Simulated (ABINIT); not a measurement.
Runs of ABINIT 10.8.3 (patched build) on Ta. The structure is cubic, space group Im-3m (No. 229). The conventional cell has a = 3.303 Å, b = 3.303 Å, c = 3.303 Å, α = 90.00°, β = 90.00°, γ = 90.00°. Ta (site symmetry m-3m) is surrounded by 8 Ta at 2.86 Å. 

| task | level | potentials or basis | k mesh | cutoff (eV) | fine-grid cutoff | dispersion computed by | mesh quality | gap on the mesh (eV) | pressure (GPa) | V0 of scaled cells (Å³/atom) | B0 (GPa) |
| --- | --- | --- | --- | --- | --- | --- | --- | --- | --- | --- | --- |
| single point | PBE | JTH PAW PBE v2.0 | 9 × 9 × 9 | 517 | 1034.03 eV | - | not flagged | none | 3.1 | - | - |
| equation of state | PBE | JTH PAW PBE v2.0 | 11 × 11 × 11 | 517 | 1034.03 eV | - | not flagged | - | - | 18.26 | (a) |
| single point | PBEsol | JTH PAW PBE v2.0 | 7 × 7 × 7 | 517 | 1034.03 eV | - | coarse | none | -3.1 | - | - |
| band structure | PBEsol | PseudoDojo NC SR PBEsol v0.4.1 standard | 11 × 11 × 11 | 789 | - | - | not flagged | none | -4.2 | - | - |
| equation of state | PBEsol+D3 | JTH PAW PBE v2.0 | 11 × 11 × 11 | 517 | 1034.03 eV | simple-dftd3 1.7.0 | not flagged | - | - | 17.18 | (b) |

Alike in all rows: no spin polarisation; cell as given; smearing fermi-dirac 0.05 eV.

Fill in the values left out.

(a) 195; (b) 227.

Caveats: some runs use coarse meshes; pressures at fixed basis lie under the slope of the energies (some runs); the PAW data sets were made with another functional, which shifts forces and pressure a little (some runs); spin-orbit coupling is left out, which moves the levels of the heavy elements (some runs).

A k mesh can miss the band edges, and the runs leave out spin-orbit coupling on Ta.

A gap of «none» marks a metal or a gap under the smearing width.
